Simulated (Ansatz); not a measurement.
Ga$_{2}$O$_{3}$: a sublattice moved along a line

All numbers below come from DFT r2SCAN, scalar-relativistic, plane waves, PAW (Ansatz). Cutoff 500 eV, Γ-centred 8×8×4 k-points, Gaussian smearing of 0.05 eV. No spin polarisation. Energies are free energies at this smearing, counted from the undisturbed cell; pressure is positive in compression.

Reference structure (relaxed at this level):

```
Ga O
1.0
     6.12784   -1.51953    0.00253
     6.12784    1.51953    0.00253
    -1.38839    0.00000    5.63998
Ga O
4 6
Direct
  0.09052 0.09052 0.79479
  0.90948 0.90948 0.20521
  0.65873 0.65873 0.31448
  0.34127 0.34127 0.68552
  0.16421 0.16421 0.10916
  0.83579 0.83579 0.89084
  0.17334 0.17334 0.56352
  0.82666 0.82666 0.43648
  0.49629 0.49629 0.25624
  0.50371 0.50371 0.74376
```

Every Ga atom is moved by x along the Cartesian unit vector (0.577, 0.577, 0.577); the cell and all other atoms stay fixed.

```csv
x (Å),ΔE (meV/cell),force along x on the moved atoms (eV/Å),pressure (GPa),gap on the mesh (eV)
-0.1000,270.3,5.46,1.3,3.04
-0.0500,67.1,2.69,0.3,3.03
0.0000,0.0,0.00,0.0,3.03
0.0125,4.2,-0.67,0.0,3.03
0.0250,16.7,-1.34,0.1,3.03
0.0375,37.7,-2.01,0.2,3.03
0.0625,105.0,-3.37,0.5,3.03
0.0750,151.4,-4.06,0.7,3.03
0.0875,206.5,-4.75,1.0,3.03
```

By symmetry 0.1000 repeats -0.1000, -0.0750 repeats 0.0750, 0.0500 repeats -0.0500, -0.0250 repeats 0.0250 in energy, with the opposite slope along the path.